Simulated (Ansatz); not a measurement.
# HfS2 in Ansatz: projected density of states with PBE

Aim: the projected density of states of HfS2 with PBE.

Program: Ansatz 0.2.0. These are calculated values, not measurements. Logs are shortened: lines on timing, memory, paths and dates and some standing lists are left out, and cuts for length are marked.

## 1. Starting point

The cell holds a sheet with vacuum, 3 atoms: a = 3.652 Å, b = 3.652 Å, c = 29.874 Å, α = 90.00°, β = 90.00°, γ = 120.00°.

The cell was built by a generator and needn't be a form met in nature.

## 2. Projected density of states, PBE

Input file input.yaml:

```yaml
crystal:
  lattice:
    - [3.65176, 0.0, 0.0]
    - [-1.82588, 3.16251, 0.0]
    - [0.0, 0.0, 29.87378]
  atoms:
    - { symbol: Hf, position: [0.0, 0.0, 0.30127] }
    - { symbol: S, position: [0.66667, 0.33333, 0.25284] }
    - { symbol: S, position: [0.33333, 0.66667, 0.34969] }
kpoints:
  mp_grid: { grid: [8, 8, 1] }
  band_path:
    path:
      - [0.0, 0.0, 0.0]
      - [0.5, 0.0, 0.0]
      - [0.3333333333, 0.3333333333, 0.0]
      - [0.0, 0.0, 0.0]
      - [0.0, 0.0, 0.5]
      - [0.5, 0.0, 0.5]
      - [0.3333333333, 0.3333333333, 0.5]
      - [0.0, 0.0, 0.5]
    npoints: 10
scf:
  occupations: { method: fermi_dirac, width: 0.05 }
hamiltonian:
  xc: pbe
  pseudopotentials: { kind: all_electron, lapw: { basis_error: 0.002 } }
output:
  forces: true
  stress: true
  eigenvalues: true
  fatbands: true
  dos: { projected: true, de: 0.2, e_range: [-20, 8] }
  populations: true
```

Potentials or basis: all-electron LAPW, scalar-relativistic.

The run is started by

```
ansatz run input.yaml --threads 4 --pin off --max-ram 14336MiB --backend cpu --events-out ev --progress --plain --runs-dir out
```

Log:

```text
Warning: the atoms were moved onto the symmetric positions of the space group found under crystal.symmetry.tolerance 1.0e-5 (fractional; no operation is sought that the atoms, as they stand in a round, miss by more than twice it, and no atom is moved by as much as it), and the run uses the moved positions. Before a round's move an operation carried an atom to 1.99e-4 Å from where it should land, the largest such distance. Atom 0 (counting from 0) moved farthest, by 9.96e-5 Å; the longest move in fractions of the cell, of whichever atom, is 0.49 of the tolerance, in 1 round. To run the atoms as typed, lower crystal.symmetry.tolerance until the operations that they miss are no longer found, or set crystal.symmetry.detect: false (a key that needs symmetry detection or time reversal refuses this as the deck is read). The positions used, in the order of the run's atom list: position: [0.0, 0.0, 0.3012666666666667]; position: [0.6666666666666666, 0.3333333333333333, 0.2528416666666667]; position: [0.3333333333333333, 0.6666666666666666, 0.3496916666666667]; The lattice was moved too: crystal.lattice keeps the space group found at crystal.symmetry.tolerance 1.0e-5 only nearly: the operation that it misses by the most changes a squared length by the fraction 3.79e-6. The run uses the lattice that is a stretch of the typed one, with no rotation, onto the one that keeps every operation to a double's rounding (on a very oblique basis the stretch itself rounds by more); the deck's lattice vector that moved farthest moved by 4.00e-6 Å. To run the lattice as typed, set crystal.symmetry.tolerance under 3.79e-6, the least fraction by which an operation that the lattice misses changes a squared length (the same key also sets how far an atom may lie from its image, so lowering it can lose operations that the atoms keep only within it), or set crystal.symmetry.detect: false, as for the atoms. crystal.lattice made exact, in Å and degrees: [[3.651755999817074, 0.0, 0.0], [-1.825877999908537, 3.1625134642638284, 0.0], [0.0, 0.0, 29.87378]]. Pasted over the deck's crystal.lattice, beside positions in fractional coordinates, it runs the same cell (given as lengths and angles, that cell in the form's own orientation, a rigid turn of the misfit's size from the one run here, for which a checkpoint.post_process_only pass over this run's state can be refused: where this run relaxes nothing, give such a pass this deck's own crystal.lattice, as typed; behind a relaxation, as crystal.lattice, the state's own cell, identity.cell in its checkpoint.json), and a matrix so pasted ends this notice, except on a very skew basis of the lattice, where the rounding of the pasted numbers themselves can read as a misfit: the cell is then moved again, and that move is told again. The lattice as run is in this notice's lattice.as_run_ang field (Run.prep()["deck_notices"] in Python, the deck_notice line of an events file, deck_notices of ansatz run --dry-run=json, or deck_notices in record.json in the deck's checkpoint.write directory).
Warning: RAYON_NUM_THREADS=4 ignored (pool sized by the plan → 4); use --threads N
Hf: projections on atomic orbitals take those of the free atom 1s2 2s2 2p6 3s2 3p6 3d10 4s2 4p6 4d10 4f14 5s2 5p6 5d2 6s2, of charge +0.00 (hamiltonian.pseudopotentials.projection_atoms)
S: projections on atomic orbitals take those of the free atom 1s2 2s2 2p6 3s2 3p4, of charge +0.00 (hamiltonian.pseudopotentials.projection_atoms)
LAPW: plane waves up to 7.769 Å⁻¹, error target 2.0e-3 eV per atom; small_component_spin mean_spin; S in spheres of 1.085 Å, 14 of its electrons in bands, Dirac shells []; Hf in spheres of 1.471 Å, 36 of its electrons in bands, Dirac shells [] (how accurate: hamiltonian.pseudopotentials.lapw.basis_error, Limitations)
Engine: ansatz 0.2.0, x86_64-unknown-linux-gnu
Pseudopotentials: kind: all_electron
Pseudopotential: Hf, LAPW, valence charge 36, lapw/all_electron/scalar/gaussian/Hf, Koelling and Harmon's equation, gaussian nucleus
Pseudopotential: S, LAPW, valence charge 14, lapw/all_electron/scalar/gaussian/S, Koelling and Harmon's equation, gaussian nucleus
Functional definition: PBE
  parameter kappa = 0.804
  parameter beta = 0.06672455060314922
  exchange = pbe_x(kappa = kappa, mu = beta*pi^2/3)
  correlation = pbe_c(beta = beta)
Crystal: 3 atoms, lattice volume = 345.004 Å³
Basis set: ecut = 229.97449485702842 eV, 2779 PW (Γ), exchange–correlation at level 2
Bands: 39, of which v1, the nominal top of the filled ones, is band 32 counted from 1 (31 counted from 0)
Symmetry: 12 space group operations
Space group: P-3m1 (ITA 164), of the structure as read, at distance tolerance 7.0e-5 Å
k-points: 10 of 64
Non-local potential: Hf, projectors of the file, none
Non-local potential: S, projectors of the file, none
Initial density: superposition of atomic densities (neutral atoms: chi_scale 0, normalization atom)
Initial wavefunctions: plane waves of lowest kinetic energy (no species holds an atomic orbital)
Functional: x = pbe(κ = 0.804, μ = 0.2195149727645171), c = pbe(β = 0.06672455060314922)
iter 1 solved again at ethr=3.87e-3 eV; its pass at ethr=1.00e-1 eV (dr2=2.48e0 eV) is discarded
SCF iter   1: F=—  HF=-431981.230805 eV  |F-HF|=—  |Δ(HF+E_count)|=         —  Δρ=2.15e-2  dr2=2.47e0  ethr=3.87e-3  ⟨swp⟩=3.3  Hψ=2586  notcnv=0
preconditioner: auto → Resta (q_TF=auto, 2.060 Å⁻¹)  ε∞=1.7  [insulator: Δε(μ)=2.287 eV  Ē_g=12.799 eV  σ=0.050 eV  W_gap=1.00  n_scr=48 (ndim 8)  ℏωp=10.9 eV  f_vac=0.789  D(μ)=0.00/eV (n_scr^D=0)  ε∞_Penn≈1.7  vacuum switching on, ρ_ref=1.2e-2 e/Å³]
SCF iter   2: F=—  HF=-431980.421742 eV  |F-HF|=—  |Δ(HF+E_count)|=   8.09e-1  Δρ=7.02e-3  dr2=4.06e-1  ethr=3.87e-3  ⟨swp⟩=3.0  Hψ=1263  notcnv=0
SCF iter   3: F=—  HF=-431980.323041 eV  |F-HF|=—  |Δ(HF+E_count)|=   9.87e-2  Δρ=4.60e-3  dr2=1.05e-1  ethr=6.34e-4  ⟨swp⟩=3.3  Hψ=1303  notcnv=0
SCF iter   4: F=—  HF=-431980.307186 eV  |F-HF|=—  |Δ(HF+E_count)|=         —  Δρ=2.25e-3  dr2=2.01e-2  ethr=1.64e-4  ⟨swp⟩=2.0  Hψ=1168  notcnv=0
the basis was enlarged: its passes take 187.4 KiB over the memory plan, 4 of 4 planned eigensolver slots
iter 5 solved again at ethr=2.43e-6 eV; its pass at ethr=3.14e-5 eV (dr2=1.56e-3 eV) is discarded
SCF iter   5: F=—  HF=-431980.308546 eV  |F-HF|=—  |Δ(HF+E_count)|=   1.36e-3  Δρ=5.87e-4  dr2=1.60e-3  ethr=2.43e-6  ⟨swp⟩=2.0  Hψ=1922  notcnv=0
SCF iter   6: F=—  HF=-431980.307851 eV  |F-HF|=—  |Δ(HF+E_count)|=   6.95e-4  Δρ=1.34e-4  dr2=5.47e-5  ethr=2.43e-6  ⟨swp⟩=3.0  Hψ=1162  notcnv=0
SCF iter   7: F=—  HF=-431980.307915 eV  |F-HF|=—  |Δ(HF+E_count)|=   6.37e-5  Δρ=2.89e-5  dr2=4.08e-6  ethr=8.54e-8  ⟨swp⟩=3.0  Hψ=1169  notcnv=0
SCF iter   8: F=-431980.307918 eV  HF=-431980.307918 eV  |F-HF|=4.87e-8  |Δ(HF+E_count)|=   2.97e-6  Δρ=4.56e-6  dr2=7.86e-8  ethr=6.37e-9  ⟨swp⟩=3.0  Hψ=1164  notcnv=0
SCF 1 converged in 8 iterations: F = -431980.307918 eV  dr2 = 7.86e-8
NSCF: frozen V_eff on 71 k-points
SCF converged after 8 iterations
Free energy (F): -431980.307918 eV
Harris-Foulkes:  -431980.307918 eV  (|F-HF|=4.87e-8)
Internal energy: -431980.307918 eV  (E = F + TS)
E sigma→0 (E₀):  -431980.307918 eV
Entropy (-TS):   -0.000000 eV (-0.000 meV/atom)
Fermi energy:    -2.673806 eV
--- Per-component energies (eV) ---
  E_band       = -5379.765907
  E_kinetic    = 478303.218269
  E_xc         = -9811.366900
  E_electrostatic = -900472.159286  (all electrons and nuclei)
  E_smearing   = -0.000000  (= −TS)
  E_closure    = 0.000000  (closes the sum)
  E_atoms      = -431960.085912  (free atoms, spherical and without spin; not in F)
  Σ components = -431980.307918   (vs F -431980.307918, Δ=0.00e0)
  Basis errors (estimates in eV, not in F): energy 9.5e-4 per atom: plane waves 8.6e-4 (5.3e-4 summed), levels above the bands 4.1e-50, relativity 6.6e-8, radial functions 8.6e-5, core shells 1.1e-6; eigenvalues (radial functions only) 3.5e-6; not estimated: angular momenta, meshes, grids; target (lapw.basis_error) 2.0e-3; muffin-tin radii S 1.085 Å, Hf 1.471 Å
--- Forces (eV/Å), atoms counted from 1 ---
  atom   1  Hf     0.00000000     0.00000000     0.00000000
  atom   2  S     -0.00000000    -0.00000000     0.00033356
  atom   3  S      0.00000000     0.00000000    -0.00033356
  max |Σ_I F_I| component: 1.08e-19 eV/Å
--- Stress (GPa, compression-positive) ---
        0.008515      -0.000000      -0.000000
       -0.000000       0.008515      -0.000000
       -0.000000       0.000000       0.000368
  P = ⅓ Tr σ = 0.0058 GPa (0.058 kbar)
--- Band table (eV; the first three rows and the last of 10) ---
  k-point 0: bands = ["-207.5887", "-207.5887", "-204.7109", "-204.7100", "-204.7100", "-204.6833", "-204.6833", "-152.3595", "-152.3595", "-152.3595", "-152.3595", "-152.3558", "-152.3558", "-65.2642", "-33.9333", "-33.8260", "-33.8260", "-16.0794", "-15.3885", "-15.2359", "-15.2145", "-15.2145", "-15.2086", "-15.2086", "-15.1954", "-14.5256", "-7.3030", "-5.9074", "-5.9074", "-4.1374", "-3.3091", "-3.3091", "-1.2384", "-1.2384", "-0.4957", "2.0012", "2.3902", "2.3902", "2.6734"]
  k-point 1: bands = ["-207.5887", "-207.5887", "-204.7109", "-204.7100", "-204.7100", "-204.6833", "-204.6833", "-152.3595", "-152.3595", "-152.3595", "-152.3595", "-152.3558", "-152.3558", "-65.2633", "-33.9282", "-33.8528", "-33.8320", "-15.9182", "-15.3735", "-15.2345", "-15.2127", "-15.2109", "-15.2090", "-15.2020", "-15.1985", "-14.5515", "-7.1138", "-6.2262", "-5.8183", "-4.2823", "-3.8457", "-3.6888", "-1.2604", "-0.7495", "-0.1663", "1.7042", "2.3126", "2.5091", "3.0182"]
  k-point 2: bands = ["-207.5887", "-207.5887", "-204.7109", "-204.7100", "-204.7100", "-204.6833", "-204.6833", "-152.3595", "-152.3595", "-152.3595", "-152.3595", "-152.3558", "-152.3558", "-65.2612", "-33.9194", "-33.9132", "-33.8466", "-15.5520", "-15.3325", "-15.2310", "-15.2147", "-15.2110", "-15.2080", "-15.2049", "-15.1283", "-14.6086", "-6.8532", "-6.5021", "-5.6608", "-5.6452", "-4.1909", "-3.8085", "-1.6144", "0.0149", "0.3710", "1.7178", "2.3812", "3.4456", "3.7393"]
  k-point 9: bands = ["-207.5887", "-207.5887", "-204.7109", "-204.7100", "-204.7100", "-204.6833", "-204.6833", "-152.3595", "-152.3595", "-152.3595", "-152.3595", "-152.3558", "-152.3558", "-65.2577", "-33.9727", "-33.9237", "-33.8944", "-15.3045", "-15.2688", "-15.2254", "-15.2195", "-15.2178", "-15.2141", "-15.1989", "-14.6771", "-14.5015", "-7.3101", "-6.6298", "-6.2552", "-5.3161", "-5.1698", "-4.8260", "-0.7097", "0.2775", "0.5001", "2.2729", "3.0384", "4.5021", "4.9453"]
--- Löwdin populations: 3 sites ---
  site symbol       q [e]
     0     Hf     71.1923
     1      S     16.3314
     2      S     16.3314
  spilling = 0.001393 (of n_electrons = 104.000000)
```

Wall time 62 s (4 threads of Intel Xeon at 2.50GHz (Skylake/Cascade Lake), shared host); peak memory 0.73 GiB.

Results:

| Property | Result |
| --- | --- |
| Free energy | -431980.3079 eV |
| Band gap on the k mesh | 1.30 eV, indirect (least direct gap 2.07 eV) |
| Band gap along the path | 1.30 eV, indirect (least direct gap 2.07 eV) |
| Loewdin charges | Hf +0.81; S -0.33 e |
| Work function | 5.77 eV |

Levels at the corners of the path, in eV from the valence-band top:
```
point  band 30  band 31  band 32  band 33  band 34  band 35
    Γ    -0.83     0.00     0.00     2.07     2.07     2.81
    M    -2.23    -1.25    -1.05     1.30     4.08     4.13
    K    -1.81    -1.81    -1.74     2.78     3.62     3.62
    Γ    -0.83     0.00     0.00     2.07     2.07     2.81
    A    -0.83     0.00     0.00     2.07     2.07     2.81
    L    -2.23    -1.25    -1.05     1.30     4.08     4.13
    H    -1.81    -1.81    -1.74     2.78     3.62     3.62
    A    -0.83     0.00     0.00     2.07     2.07     2.81
```

States per cell in windows of 0.5 eV (zero at the valence-band top; states under -8 eV left out):
| from (eV) | total | Hf1 5d | S2 3p | S3 3p | Hf1 6s | S2 3s | S3 3s |
| --- | --- | --- | --- | --- | --- | --- | --- |
| -8.0 | 0.00 | 0.00 | 0.00 | 0.00 | 0.00 | 0.00 | 0.00 |
| -7.5 | 0.00 | 0.00 | 0.00 | 0.00 | 0.00 | 0.00 | 0.00 |
| -7.0 | 0.00 | 0.00 | 0.00 | 0.00 | 0.00 | 0.00 | 0.00 |
| -6.5 | 0.00 | 0.00 | 0.00 | 0.00 | 0.00 | 0.00 | 0.00 |
| -6.0 | 0.00 | 0.00 | 0.00 | 0.00 | 0.00 | 0.00 | 0.00 |
| -5.5 | 0.00 | 0.00 | 0.00 | 0.00 | 0.00 | 0.00 | 0.00 |
| -5.0 | 0.11 | 0.03 | 0.03 | 0.03 | 0.02 | 0.00 | 0.00 |
| -4.5 | 0.79 | 0.16 | 0.24 | 0.24 | 0.10 | 0.01 | 0.01 |
| -4.0 | 1.10 | 0.23 | 0.34 | 0.34 | 0.09 | 0.04 | 0.04 |
| -3.5 | 1.86 | 0.38 | 0.69 | 0.69 | 0.03 | 0.01 | 0.01 |
| -3.0 | 1.27 | 0.38 | 0.42 | 0.42 | 0.02 | 0.01 | 0.01 |
| -2.5 | 2.51 | 0.65 | 0.88 | 0.88 | 0.01 | 0.02 | 0.02 |
| -2.0 | 1.12 | 0.17 | 0.45 | 0.45 | 0.01 | 0.02 | 0.02 |
| -1.5 | 1.73 | 0.14 | 0.76 | 0.76 | 0.01 | 0.01 | 0.01 |
| -1.0 | 1.06 | 0.05 | 0.49 | 0.49 | 0.00 | 0.00 | 0.00 |
| -0.5 | 0.45 | 0.02 | 0.21 | 0.21 | 0.00 | 0.00 | 0.00 |
| 0.0 | 0.00 | 0.00 | 0.00 | 0.00 | 0.00 | 0.00 | 0.00 |
| 0.5 | 0.00 | 0.00 | 0.00 | 0.00 | 0.00 | 0.00 | 0.00 |
| 1.0 | 0.15 | 0.11 | 0.01 | 0.01 | 0.00 | 0.00 | 0.00 |
| 1.5 | 0.85 | 0.62 | 0.08 | 0.08 | 0.02 | 0.01 | 0.01 |
| 2.0 | 0.94 | 0.73 | 0.08 | 0.08 | 0.01 | 0.00 | 0.00 |
| 2.5 | 0.67 | 0.50 | 0.07 | 0.07 | 0.00 | 0.00 | 0.00 |
| 3.0 | 0.97 | 0.69 | 0.11 | 0.11 | 0.01 | 0.00 | 0.00 |
| 3.5 | 1.72 | 1.38 | 0.12 | 0.12 | 0.05 | 0.00 | 0.00 |
| 4.0 | 0.70 | 0.58 | 0.03 | 0.03 | 0.04 | 0.00 | 0.00 |
| 4.5 | 0.29 | 0.15 | 0.03 | 0.03 | 0.00 | 0.01 | 0.01 |
| 5.0 | 1.24 | 0.62 | 0.16 | 0.16 | 0.01 | 0.03 | 0.03 |
| 5.5 | 1.41 | 0.66 | 0.20 | 0.20 | 0.04 | 0.03 | 0.03 |
| 6.0 | 1.25 | 0.33 | 0.09 | 0.09 | 0.08 | 0.04 | 0.04 |
| 6.5 | 1.36 | 0.19 | 0.07 | 0.07 | 0.10 | 0.02 | 0.02 |
| 7.0 | 1.47 | 0.17 | 0.07 | 0.07 | 0.16 | 0.03 | 0.03 |
| 7.5 | 0.80 | 0.05 | 0.04 | 0.04 | 0.13 | 0.01 | 0.01 |

Caveat: spin-orbit coupling is left out, which moves the levels of the heavy elements; the density of states is complete only up to the lowest level of the last band computed.

## 3. The reference run

An earlier run on the cell as given: functional PBE; potentials or basis all-electron LAPW, scalar-relativistic; cutoff 251 eV (chosen from the basis error); basis error allowed 0.001 eV/atom; k mesh 8 × 8 × 1; occupations fermi-dirac, width 0.05 eV; no spin polarisation.

* Band gap on the k mesh: 1.30 eV, indirect (least direct gap 2.07 eV)
* Loewdin charges: Hf +0.81; S -0.33 e
* Work function: 5.77 eV
